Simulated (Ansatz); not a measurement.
# SiO2: one crystal by all-electron and frozen-core methods

The same cell of SiO2 is computed with LAPW, all electrons, PAW on the default files and datasets made for this crystal, to set the results side by side.

Computed with Ansatz 0.2.0 (DFT PBE, scalar-relativistic, unless a step's input says otherwise).

## 1. Starting point

The structure is tetragonal, space group P4_2/mnm (No. 136). The conventional cell has a = 4.180 Å, b = 4.180 Å, c = 2.668 Å, α = 90.00°, β = 90.00°, γ = 90.00°. Si (site symmetry mmm) is surrounded by 6 O at 1.76 to 1.81 Å. O (site symmetry m2m) has 3 Si at 1.76 to 1.81 Å as nearest neighbours.

As a file:

```cif
data_structure
_symmetry_space_group_name_H-M 'P4_2/mnm'
_symmetry_Int_Tables_number 136
_cell_length_a 4.1801
_cell_length_b 4.1801
_cell_length_c 2.6678
_cell_angle_alpha 90.000
_cell_angle_beta 90.000
_cell_angle_gamma 90.000
_cell_volume 46.62
loop_
_atom_site_label
_atom_site_type_symbol
_atom_site_symmetry_multiplicity
_atom_site_Wyckoff_symbol
_atom_site_fract_x
_atom_site_fract_y
_atom_site_fract_z
_atom_site_occupancy
Si1 Si 2 a 0.00000 0.00000 0.00000 1
O1 O 4 f 0.30670 0.30670 0.00000 1
```

The file gives the conventional cell by its symmetry; the runs use the cell typed in the input.

The cell comes from a crystallographic database entry that wasn't checked; take it as a given geometry, which may be far from equilibrium.

Atoms are numbered in the order of the input: Si1, Si2, O3, O4, O5, O6.

## 2. LAPW, all electrons

input.yaml

```yaml
crystal:
  lattice:
    - [4.1801, 0.0, 0.0]
    - [0.0, 4.1801, 0.0]
    - [0.0, 0.0, 2.6678]
  atoms:
    - { symbol: Si, position: [0.0, 0.0, 0.0] }
    - { symbol: Si, position: [0.5, 0.5, 0.5] }
    - { symbol: O, position: [0.3067, 0.3067, 0.0] }
    - { symbol: O, position: [0.1933, 0.8067, 0.5] }
    - { symbol: O, position: [0.6933, 0.6933, 0.0] }
    - { symbol: O, position: [0.8067, 0.1933, 0.5] }
kpoints:
  mp_grid: { grid: [5, 5, 8] }
  band_path:
    path:
      - [0.0, 0.0, 0.0]
      - [0.0, 0.5, 0.0]
      - [0.5, 0.5, 0.0]
      - [0.0, 0.0, 0.0]
      - [0.0, 0.0, 0.5]
      - [0.0, 0.5, 0.5]
      - [0.5, 0.5, 0.5]
      - [0.0, 0.0, 0.5]
      - [0.0, 0.5, 0.0]
    npoints: 8
scf:
  occupations: { method: fermi_dirac, width: 0.03 }
hamiltonian:
  xc: pbe
  pseudopotentials: { kind: all_electron, lapw: { basis_error: 0.001 } }
output:
  forces: true
  stress: true
  eigenvalues: true
  fatbands: true
  populations: true
  dos: { projected: true, de: 0.2, e_range: [-14, 8] }
```

Output:

```text
Si: projections on atomic orbitals take those of the free atom 1s2 2s2 2p6 3s2 3p2, of charge +0.00 (hamiltonian.pseudopotentials.projection_atoms)
O: projections on atomic orbitals take those of the free atom 1s2 2s2 2p4, of charge +0.00 (hamiltonian.pseudopotentials.projection_atoms)
LAPW: plane waves up to 10.983 Å⁻¹, error target 1.0e-3 eV per atom; small_component_spin mean_spin; O in spheres of 0.856 Å, 8 of its electrons in bands, Dirac shells []; Si in spheres of 0.901 Å, 12 of its electrons in bands, Dirac shells []
Engine: ansatz 0.2.0
Pseudopotentials: kind: all_electron
Pseudopotential: Si, LAPW, valence charge 12, Koelling and Harmon's equation, gaussian nucleus
Pseudopotential: O, LAPW, valence charge 8, Koelling and Harmon's equation, gaussian nucleus
Functional definition: PBE
  parameter kappa = 0.804
  parameter beta = 0.06672455060314922
  exchange = pbe_x(kappa = kappa, mu = beta*pi^2/3)
  correlation = pbe_c(beta = beta)
Crystal: 6 atoms, lattice volume = 46.615 Å³
Basis set: ecut = 459.5896647026813 eV, 1057 PW (Γ), exchange–correlation at level 2
Bands: 34, of which v1, the nominal top of the filled ones, is band 28 counted from 1 (27 counted from 0)
Symmetry: 16 space group operations
Space group: P42/mnm (ITA 136), of the structure as read, at distance tolerance 3.6e-5 Å
k-points: 30 of 200
Non-local potential: Si, projectors of the file, none
Non-local potential: O, projectors of the file, none
Initial density: superposition of atomic densities (chi_scale 0.1, normalization cell, long waves kept (reshape's long-wave potential 0.00 eV rms))
Initial wavefunctions: plane waves of lowest kinetic energy (no species holds an atomic orbital)
Functional: x = pbe(κ = 0.804, μ = 0.2195149727645171), c = pbe(β = 0.06672455060314922)
iter 1 solved again at ethr=1.50e-2 eV; its pass at ethr=1.00e-1 eV (dr2=8.41e0 eV) is discarded
SCF iter   1: F=—  HF=-23988.269648 eV  |F-HF|=—  |Δ(HF+E_count)|=         —  Δρ=1.50e-1  dr2=8.40e0  ethr=1.50e-2  ⟨swp⟩=2.0  Hψ=7025  notcnv=0
preconditioner: auto → Resta (q_TF=auto, 2.813 Å⁻¹)  ε∞=3.4  [insulator: Δε(μ)=7.342 eV  Ē_g=20.049 eV  σ=0.030 eV  W_gap=1.00  n_scr=18 (ndim 8)  ℏωp=30.8 eV  f_vac=0.000  D(μ)=0.00/eV (n_scr^D=0)  ε∞_Penn≈3.4]
iter 2 solved again at ethr=7.49e-4 eV; its pass at ethr=1.50e-2 eV (dr2=4.19e-1 eV) is discarded
SCF iter   2: F=—  HF=-23983.619595 eV  |F-HF|=—  |Δ(HF+E_count)|=    4.65e0  Δρ=3.77e-2  dr2=4.19e-1  ethr=7.49e-4  ⟨swp⟩=2.3  Hψ=5324  notcnv=0  defer=1
SCF iter   3: F=—  HF=-23983.627199 eV  |F-HF|=—  |Δ(HF+E_count)|=         —  Δρ=2.81e-2  dr2=2.79e-1  ethr=7.49e-4  ⟨swp⟩=2.0  Hψ=3090  notcnv=0
the basis was enlarged: its passes take 579.8 KiB over the memory plan, 2 of 2 planned eigensolver slots
SCF iter   4: F=—  HF=-23983.652326 eV  |F-HF|=—  |Δ(HF+E_count)|=   2.51e-2  Δρ=9.40e-3  dr2=2.86e-2  ethr=4.98e-4  ⟨swp⟩=2.0  Hψ=3069  notcnv=0
SCF iter   5: F=—  HF=-23983.658689 eV  |F-HF|=—  |Δ(HF+E_count)|=   6.36e-3  Δρ=2.02e-3  dr2=1.45e-3  ethr=5.10e-5  ⟨swp⟩=2.5  Hψ=3111  notcnv=0
SCF iter   6: F=—  HF=-23983.659183 eV  |F-HF|=—  |Δ(HF+E_count)|=   4.95e-4  Δρ=2.41e-4  dr2=2.38e-5  ethr=2.58e-6  ⟨swp⟩=2.1  Hψ=2919  notcnv=0
SCF iter   7: F=—  HF=-23983.659192 eV  |F-HF|=—  |Δ(HF+E_count)|=   8.78e-6  Δρ=1.97e-5  dr2=2.03e-7  ethr=4.24e-8  ⟨swp⟩=3.0  Hψ=3050  notcnv=0
SCF iter   8: F=-23983.659192 eV  HF=-23983.659192 eV  |F-HF|=4.19e-9  |Δ(HF+E_count)|=   1.58e-8  Δρ=6.87e-6  dr2=1.88e-8  ethr=3.63e-10  ⟨swp⟩=3.0  Hψ=3164  notcnv=0
SCF 1 converged in 8 iterations: F = -23983.659192 eV  dr2 = 1.88e-8
NSCF: frozen V_eff on 65 k-points
SCF converged after 8 iterations
Free energy (F): -23983.659192 eV
Harris-Foulkes:  -23983.659192 eV  (|F-HF|=4.19e-9)
Internal energy: -23983.659192 eV  (E = F + TS)
E sigma→0 (E₀):  -23983.659192 eV
Fermi energy:    14.502293 eV
--- Per-component energies (eV) ---
  E_band       = -5277.209275
  E_kinetic    = 24021.986854
  E_xc         = -2080.324405
  E_electrostatic = -45925.321642  (all electrons and nuclei)
  E_smearing   = -0.000000  (= −TS)
  E_closure    = 0.000000  (closes the sum)
  E_atoms      = -23937.327779  (free atoms, spherical and without spin; not in F)
  Σ components = -23983.659192   (vs F -23983.659192, Δ=0.00e0)
  Basis errors (estimates in eV, not in F): energy 5.0e-4 per atom: plane waves 4.5e-4 (2.7e-4 summed), levels above the bands 2.1e-138, relativity 1.3e-7, radial functions 4.8e-5, core shells 6.2e-12; eigenvalues (radial functions only) 2.5e-6; not estimated: angular momenta, meshes, grids; target (lapw.basis_error) 1.0e-3; muffin-tin radii O 0.856 Å, Si 0.901 Å
--- Forces (eV/Å), atoms counted from 1 ---
  atom   1  Si     0.00000000     0.00000000     0.00000000
  atom   2  Si     0.00000000    -0.00000000     0.00000000
  atom   3  O     -0.15793761    -0.15793761     0.00000000
  atom   4  O      0.15793761    -0.15793761     0.00000000
  atom   5  O      0.15793761     0.15793761     0.00000000
  atom   6  O     -0.15793761     0.15793761     0.00000000
  max |Σ_I F_I| component: 0.00e0 eV/Å
--- Stress (GPa, compression-positive) ---
       10.608300       0.000000       0.000000
        0.000000      10.608300       0.000000
        0.000000       0.000000      11.228822
  P = ⅓ Tr σ = 10.8151 GPa (108.151 kbar)
--- Band table (eV; the first three rows and the last of 30) ---
  k-point 0: bands = ["-493.2574", "-493.2574", "-493.2574", "-493.2574", "-122.5164", "-122.5163", "-78.5931", "-78.5931", "-78.5851", "-78.5848", "-78.5771", "-78.5771", "-10.8677", "-7.2303", "-7.2303", "-7.0346", "0.8648", "5.2907", "5.2907", "5.4647", "6.2961", "6.5796", "8.5512", "8.5512", "9.1489", "10.8167", "10.8167", "11.6826", "17.3219", "18.3860", "20.2259", "20.2259", "22.8811", "23.4579"]
  k-point 1: bands = ["-493.2574", "-493.2574", "-493.2574", "-493.2574", "-122.5163", "-122.5162", "-78.5930", "-78.5930", "-78.5861", "-78.5859", "-78.5770", "-78.5770", "-10.6602", "-7.1253", "-7.1253", "-7.0109", "0.9399", "5.4648", "5.4648", "5.6920", "5.7364", "6.2824", "7.8664", "7.8664", "8.4357", "10.6634", "10.6634", "11.4959", "18.0558", "19.4789", "21.1130", "21.1130", "22.1183", "24.3242"]
  k-point 2: bands = ["-493.2574", "-493.2574", "-493.2574", "-493.2574", "-122.5161", "-122.5160", "-78.5928", "-78.5928", "-78.5886", "-78.5884", "-78.5768", "-78.5768", "-10.0650", "-7.0476", "-6.8550", "-6.8550", "1.1007", "4.8953", "5.1786", "5.9456", "5.9456", "6.3532", "6.4786", "6.4786", "7.2776", "10.1816", "10.1816", "10.9015", "19.2289", "21.5437", "21.9040", "22.9802", "22.9802", "25.4581"]
  k-point 29: bands = ["-493.2574", "-493.2574", "-493.2574", "-493.2574", "-122.5157", "-122.5157", "-78.5926", "-78.5926", "-78.5920", "-78.5920", "-78.5764", "-78.5764", "-7.8820", "-7.8485", "-6.6878", "-6.6301", "0.9920", "1.2124", "3.6189", "3.6989", "5.9248", "7.0257", "7.2314", "8.1943", "9.6715", "9.7411", "9.9903", "10.1924", "19.0809", "19.1312", "22.6960", "22.8668", "23.3553", "23.6495"]
--- Löwdin populations: 6 sites ---
  site symbol       q [e]
     0     Si     12.3608
     1     Si     12.3608
     2      O      8.7256
     3      O      8.7256
     4      O      8.7256
     5      O      8.7256
  spilling = 0.006267 (of n_electrons = 60.000000)
```

Wall time 30 s (2 threads, shared host).

Read from it: pressure 10.82 GPa; gap 5.64 eV, direct at Γ; largest force 0.223 eV/Å.

At the corners of the path (eV, zero at the valence-band top):

```tsv
point	band 25	band 26	band 27	band 28	band 29	band 30	band 31
Γ	-2.53	-0.87	-0.87	0.00	5.64	6.70	8.54
X	-2.69	-2.69	-1.07	-1.07	7.75	7.75	9.11
M	-2.63	-2.63	-2.27	-2.27	7.42	7.42	10.08
Γ	-2.53	-0.87	-0.87	0.00	5.64	6.70	8.54
Z	-3.05	-3.05	-2.68	-2.68	9.14	9.14	12.67
R	-2.27	-2.27	-1.75	-1.75	8.84	8.84	9.89
A	-1.77	-1.77	-1.54	-1.54	7.26	7.26	11.00
Z	-3.05	-3.05	-2.68	-2.68	9.14	9.14	12.67
X	-2.69	-2.69	-1.07	-1.07	7.75	7.75	9.11
```

States per cell in windows of 1 eV (zero at the valence-band top; grid of 0.20 eV, so sharp peaks spill over the borders):

```tsv
from	to	total	O 2p	Si 3s	Si 3p
-10	-9	1.80	1.20	0.36	0.13
-9	-8	1.19	0.83	0.13	0.15
-8	-7	1.96	1.43	0.07	0.36
-7	-6	2.32	1.76	0.08	0.38
-6	-5	2.63	2.10	0.05	0.35
-5	-4	2.63	2.24	0.03	0.26
-4	-3	3.93	3.62	0.01	0.14
-3	-2	2.62	2.48	0.01	0.04
-2	-1	3.62	3.52	0.01	0.02
-1	0	0.80	0.78	0.00	0.01
0	1	0.00	0.00	0.00	0.00
1	2	0.00	0.00	0.00	0.00
2	3	0.00	0.00	0.00	0.00
3	4	0.00	0.00	0.00	0.00
4	5	0.00	0.00	0.00	0.00
5	6	0.00	0.00	0.00	0.00
6	7	0.14	0.01	0.07	0.01
7	8	1.11	0.18	0.51	0.08
8	9	2.10	0.39	0.93	0.24
```

## 3. PAW on the default files

input.yaml, as its differences from that of step 2:

```diff
@@ -30,3 +30,3 @@
   xc: pbe
-  pseudopotentials: { kind: all_electron, lapw: { basis_error: 0.001 } }
+  pseudopotentials: { kind: paw }
 output:
@@ -35,4 +35,5 @@
   eigenvalues: true
-  fatbands: true
+  efg: { contact_densities: true }
   populations: true
+  bader: true
   dos: { projected: true, de: 0.2, e_range: [-14, 8] }
```

Output:

```text
[... 1 set-up line as earlier in the session ...]
Pseudopotentials: kind: paw
Pseudopotential: Si, paw, valence charge 4, recommended cutoff 420 eV (normal)
Pseudopotential: O, paw, valence charge 6, recommended cutoff 420 eV (normal)
[... 5 set-up lines as earlier in the session ...]
Crystal: 6 atoms, lattice volume = 46.615 Å³
Basis set: ecut = 420 eV, 913 PW (Γ), exchange–correlation on 60×60×36 points (8 copies of the dense FFT grid, shifted against one another)
Bands: 22, of which v1, the nominal top of the filled ones, is band 16 counted from 1 (15 counted from 0)
[... 2 set-up lines as earlier in the session ...]
k-points: 30 of 200
Non-local potential: Si, projectors of the file, l = 0: 2, l = 1: 2, l = 2: 2
Non-local potential: O, projectors of the file, l = 0: 2, l = 1: 2, l = 2: 1
PAW form: soft (Blöchl's): semilocal exchange-correlation on the pseudo side does not see the compensation charge
PAW one-centre angular grid: Si, 110 points (default); XC on 64 Gauss nodes
PAW one-centre angular grid: O, 110 points (default); XC on 64 Gauss nodes
Initial density: superposition of atomic densities (neutral atoms: chi_scale 0, normalization atom), corrected by the library's trained network
Initial wavefunctions: pseudopotential atomic-orbital guess
[... 1 set-up line as earlier in the session ...]
SCF iter   1: F=—  HF=-3546.964427 eV  |F-HF|=—  |Δ(HF+E_count)|=         —  Δρ=3.26e-3  dr2=1.83e-3  ethr=1.77e-3  ⟨swp⟩=6.2  Hψ=3640  notcnv=0
preconditioner: auto → none  [insulator: Δε(μ)=5.630 eV  Ē_g=18.817 eV  σ=0.030 eV  W_gap=1.00  n_scr=10 (ndim 8)  ℏωp=30.8 eV  f_vac=0.000  D(μ)=0.00/eV (n_scr^D=0)  ε∞_Penn≈3.7]
SCF iter   2: F=—  HF=-3546.965024 eV  |F-HF|=—  |Δ(HF+E_count)|=   5.97e-4  Δρ=1.55e-3  dr2=3.63e-4  ethr=5.70e-6  ⟨swp⟩=2.0  Hψ=1381  notcnv=0  defer=12
SCF iter   3: F=—  HF=-3546.965107 eV  |F-HF|=—  |Δ(HF+E_count)|=   8.32e-5  Δρ=6.71e-4  dr2=5.76e-5  ethr=1.13e-6  ⟨swp⟩=2.0  Hψ=964  notcnv=0  defer=12
SCF iter   4: F=—  HF=-3546.965080 eV  |F-HF|=—  |Δ(HF+E_count)|=   2.71e-5  Δρ=8.71e-5  dr2=2.04e-6  ethr=1.80e-7  ⟨swp⟩=2.0  Hψ=1093  notcnv=0  defer=12
SCF iter   5: F=—  HF=-3546.965081 eV  |F-HF|=—  |Δ(HF+E_count)|=   4.16e-7  Δρ=2.85e-5  dr2=2.50e-7  ethr=6.37e-9  ⟨swp⟩=2.0  Hψ=1064  notcnv=0  defer=12
SCF iter   6: F=-3546.965081 eV  HF=-3546.965081 eV  |F-HF|=7.03e-9  |Δ(HF+E_count)|=   5.56e-8  Δρ=7.10e-6  dr2=1.34e-8  ethr=3.13e-10  ⟨swp⟩=7.7  Hψ=2785  notcnv=0
SCF 1 converged in 6 iterations: F = -3546.965081 eV  dr2 = 1.34e-8
NSCF: frozen V_eff on 65 k-points
SCF converged after 6 iterations
Free energy (F): -3546.965081 eV
Harris-Foulkes:  -3546.965081 eV  (|F-HF|=7.03e-9)
Internal energy: -3546.965081 eV  (E = F + TS)
E sigma→0 (E₀):  -3546.965081 eV
Fermi energy:    13.379050 eV
--- Per-component energies (eV) ---
  E_band       = 66.148940
  E_kinetic    = 816.177405
  E_local      = -1220.895544  (includes V_loc(G=0)·N_el)
  E_nonlocal   = 236.730897
  E_hartree    = 433.661915
  E_xc         = -412.469430
  E_vxc        = -480.313354  (∫ρ·V_xc dr)
  E_paw        = -1662.033647  (= ΣΔE_a)
  E_vpaw       = -152.887543  (= ΣTr[D̂ρ^β])
  E_aug_tail   = 0.010142  (compensation charges beyond the density's cutoff)
  E_ewald      = -1738.146819
  E_smearing   = -0.000000  (= −TS)
  E_closure    = 0.000000  (closes the sum)
  Σ components = -3546.965081   (vs F -3546.965081, Δ=0.00e0)
--- Forces (eV/Å), atoms counted from 1 ---
  atom   1  Si     0.00000000    -0.00000000     0.00000000
  atom   2  Si     0.00000000     0.00000000     0.00000000
  atom   3  O     -0.15995297    -0.15995297     0.00000000
  atom   4  O      0.15995297    -0.15995297     0.00000000
  atom   5  O      0.15995297     0.15995297     0.00000000
  atom   6  O     -0.15995297     0.15995297     0.00000000
  max |Σ_I F_I| component: 5.55e-17 eV/Å
--- Stress (GPa, compression-positive) ---
       10.647668       0.000000       0.000000
        0.000000      10.647668       0.000000
        0.000000       0.000000      11.266079
  P = ⅓ Tr σ = 10.8538 GPa (108.538 kbar)
--- PAW observables at the nuclei: V_zz in 10²¹ V/m², potentials from the cell's mean, atoms counted from 1 ---
  atom   1  Si V_zz =    +2.000878   η = 0.5494   by run symmetry: allowed
            electrostatic potential = -1360.952134 V   contact ρ = 12799.624785 e/Å³
  atom   2  Si V_zz =    +2.000878   η = 0.5494   by run symmetry: allowed
            electrostatic potential = -1360.952134 V   contact ρ = 12799.624785 e/Å³
  atom   3  O  V_zz =   -11.043937   η = 0.1432   by run symmetry: allowed
            electrostatic potential = -626.335226 V   contact ρ = 2154.002978 e/Å³
  atom   4  O  V_zz =   -11.043937   η = 0.1432   by run symmetry: allowed
            electrostatic potential = -626.335226 V   contact ρ = 2154.002978 e/Å³
  atom   5  O  V_zz =   -11.043937   η = 0.1432   by run symmetry: allowed
            electrostatic potential = -626.335226 V   contact ρ = 2154.002978 e/Å³
  atom   6  O  V_zz =   -11.043937   η = 0.1432   by run symmetry: allowed
            electrostatic potential = -626.335226 V   contact ρ = 2154.002978 e/Å³
--- Band table (eV; the first three rows and the last of 30) ---
  k-point 0: bands = ["-11.9870", "-8.3504", "-8.3504", "-8.1549", "-0.2558", "4.1718", "4.1718", "4.3481", "5.1750", "5.4623", "7.4350", "7.4350", "8.0282", "9.6970", "9.6970", "10.5657", "16.1923", "17.2736", "19.1119", "19.1119", "21.7755", "22.3445"]
  k-point 1: bands = ["-11.7795", "-8.2454", "-8.2454", "-8.1311", "-0.1806", "4.3461", "4.3461", "4.5754", "4.6168", "5.1647", "6.7501", "6.7501", "7.3162", "9.5446", "9.5446", "10.3791", "16.9269", "18.3636", "19.9987", "19.9987", "21.0086", "23.2155"]
  k-point 2: bands = ["-11.1844", "-8.1677", "-7.9753", "-7.9753", "-0.0196", "3.7768", "4.0596", "4.8278", "4.8278", "5.2365", "5.3610", "5.3610", "6.1592", "9.0640", "9.0640", "9.7843", "18.1031", "20.4218", "20.7930", "21.8646", "21.8646", "24.3491"]
  k-point 29: bands = ["-9.0014", "-8.9680", "-7.8079", "-7.7503", "-0.1278", "0.0928", "2.5010", "2.5808", "4.8061", "5.9071", "6.1138", "7.0771", "8.5537", "8.6232", "8.8725", "9.0736", "17.9619", "18.0124", "21.5797", "21.7525", "22.2433", "22.5368"]
--- Löwdin populations: 6 sites ---
  site symbol       q [e]
     0     Si      2.3617
     1     Si      2.3617
     2      O      6.7214
     3      O      6.7214
     4      O      6.7214
     5      O      6.7214
  spilling = 0.012224 (of n_electrons = 32.000000)
--- Bader charges: 6 sites ---
  site symbol  charge [e]  shift [e]
     0     Si      3.2830     0.0107
     1     Si      3.2830     0.0107
     2      O     -1.6415     0.0054
     3      O     -1.6415     0.0054
     4      O     -1.6415     0.0054
     5      O     -1.6415     0.0054
  estimated error of the sums over rays = 5.1e-4 e
```

Wall time 38 s (2 threads, shared host).

Read from it: pressure 10.85 GPa; gap 5.63 eV, direct at Γ; largest force 0.226 eV/Å; Vzz Si1 2.00 (η = 0.55), O3 -11.04 (η = 0.14) (10²¹ V/m²).

```tsv
atom	Bader charge (e)	basin volume (Å³)
Si1	+3.28	2.57
O3	-1.64	10.37
```

## 4. Datasets made for this crystal

input.yaml, as its differences from that of step 3:

```diff
@@ -30,3 +30,3 @@
   xc: pbe
-  pseudopotentials: { kind: paw }
+  pseudopotentials: { kind: all_electron, datasets: crystal }
 output:
@@ -36,4 +36 @@
   efg: { contact_densities: true }
-  populations: true
-  bader: true
-  dos: { projected: true, de: 0.2, e_range: [-14, 8] }
```

Output, shortened:

```text
[...]
[... 1 set-up line as earlier in the session ...]
Pseudopotential: Si, paw, valence charge 12, recommended cutoff 540 eV (normal), Koelling and Harmon's equation, gaussian nucleus
Pseudopotential: O, paw, valence charge 6, recommended cutoff 540 eV (normal), Koelling and Harmon's equation, gaussian nucleus
[... 1 set-up line as earlier in the session ...]
[...]
Crystal: 6 atoms, lattice volume = 46.615 Å³
Basis set: ecut = 540 eV, 1307 PW (Γ), exchange–correlation on 72×72×48 points (8 copies of the dense FFT grid, shifted against one another)
Bands: 22, of which v1, the nominal top of the filled ones, is band 16 counted from 1 (15 counted from 0)
[... 2 set-up lines as earlier in the session ...]
k-points: 30 of 200
[...]
--- PAW observables at the nuclei: V_zz in 10²¹ V/m², potentials from the cell's mean, atoms counted from 1 ---
  atom   1  Si V_zz =    +1.984203   η = 0.4920   by run symmetry: allowed
            electrostatic potential = -1361.247364 V   contact ρ = 12808.543411 e/Å³
  atom   2  Si V_zz =    +1.984203   η = 0.4920   by run symmetry: allowed
            electrostatic potential = -1361.247364 V   contact ρ = 12808.543411 e/Å³
[...]
            electrostatic potential = -626.348325 V   contact ρ = 2154.513165 e/Å³
[...]
            electrostatic potential = -626.348325 V   contact ρ = 2154.513165 e/Å³
[...]
            electrostatic potential = -626.348325 V   contact ρ = 2154.513165 e/Å³
[...]
            electrostatic potential = -626.348325 V   contact ρ = 2154.513165 e/Å³
--- Band table (eV; the first three rows and the last of 30) ---
  k-point 0: bands = ["-10.8677", "-7.2303", "-7.2303", "-7.0346", "0.8648", "5.2907", "5.2907", "5.4645", "6.2961", "6.5797", "8.5513", "8.5513", "9.1489", "10.8166", "10.8166", "11.6824", "17.3219", "18.3859", "20.2258", "20.2258"]
[...]
```

It took 21 s on 2 threads, shared host.

In short: pressure 10.82 GPa; gap 5.64 eV, direct at Γ; largest force 0.224 eV/Å; Vzz Si1 1.98 (η = 0.49), O3 -10.81 (η = 0.14) (10²¹ V/m²).

```tsv
atom	contact density (e/Å³)
Si1	12808.54
O3	2154.513
```

## 5. Side by side

Highest filled and lowest empty level at the labelled points (eV from each run's valence-band top):

```tsv
point	LAPW top	LAPW bottom	PAW top	PAW bottom	crystal datasets top	crystal datasets bottom
Γ	0.00	5.64	0.00	5.63	0.00	5.64
X	-1.07	7.75	-1.07	7.74	-1.07	7.75
M	-2.27	7.42	-2.27	7.41	-2.27	7.42
Γ	0.00	5.64	0.00	5.63	0.00	5.64
Z	-2.68	9.14	-2.68	9.13	-2.68	9.14
R	-1.75	8.84	-1.75	8.84	-1.75	8.84
A	-1.54	7.26	-1.54	7.26	-1.54	7.26
Z	-2.68	9.14	-2.68	9.13	-2.68	9.14
X	-1.07	7.75	-1.07	7.74	-1.07	7.75
```

| method | pressure (GPa) | gap (eV) | largest force (eV/Å) | Vzz Si1 (10²¹ V/m²) | Vzz O3 (10²¹ V/m²) | SCF cycles, all passes |
| --- | --- | --- | --- | --- | --- | --- |
| LAPW | 10.82 | 5.64 | 0.223 | – | – | 8 |
| PAW | 10.85 | 5.63 | 0.226 | 2.00 | -11.04 | 6 |
| crystal datasets | 10.82 | 5.64 | 0.224 | 1.98 | -10.81 | 7 |

## 6. Outcome

| quantity | value |
| --- | --- |
| pressure | LAPW 10.82, PAW 10.85, crystal datasets 10.82 GPa |
| gap (LAPW) | 5.64 eV, direct at Γ |
| largest force | LAPW 0.223, PAW 0.226, crystal datasets 0.224 eV/Å |
| Bader charges (PAW) | Si1 +3.28, O3 -1.64 e |

At this geometry the cell is under compression of 10.8 GPa, so it would expand if let go. A gap opens: 5.64 eV, direct at Γ. It is the Kohn-Sham gap of a semilocal functional, which mostly lies below the gap found in experiment. O 2p states make 98 % of the projected weight in the top eV of the valence band. The projection holds only the free atom's occupied shells (Si 3s, Si 3p, O 2s, O 2p in this range). The field gradient at O3, the largest by crystal datasets, is -11.04 by PAW and -10.81 by crystal datasets (10²¹ V/m²), within 5 %. In pressure, PAW differs from LAPW by +0.04 GPa and -0.01 eV in the gap. The forces differ by at most 2 meV/Å in a component, on a largest force of 0.223 eV/Å.
